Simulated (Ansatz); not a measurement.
Au in several cubic structure types, each at its own equilibrium volume.

The calculation used PBE, plane waves, PAW datasets (generated soft set 1) in Ansatz.

Settings: cutoff 420 eV; no spin polarisation; Fermi–Dirac smearing of 0.0612 eV; k-meshes 46³ (bcc), 31³ (diamond), 45³ (fcc), 39³ (simple cubic).

Problem. Rank the structures by energy per atom, lowest first.
A. bcc
B. simple cubic
C. diamond
D. fcc

Solution. D (0.0 meV/atom), A (19.9 meV/atom), B (198 meV/atom), C (714 meV/atom).

Problem. Give the equilibrium volume and bulk modulus of each.

Solution. 
```json
{"structure": "bcc", "V₀ (Å³/atom)": "18.03", "B₀ (GPa)": "137"}
{"structure": "diamond", "V₀ (Å³/atom)": "29.24", "B₀ (GPa)": "53"}
{"structure": "fcc", "V₀ (Å³/atom)": "17.97", "B₀ (GPa)": "140"}
{"structure": "simple cubic", "V₀ (Å³/atom)": "20.76", "B₀ (GPa)": "106"}
```

Only these cubic types are compared here; the real ground state can be another structure or magnetic.

Model structures, not the usual forms at ambient conditions (metastable or hypothetical): Au (bcc type), Au (diamond type), Au (simple cubic type).
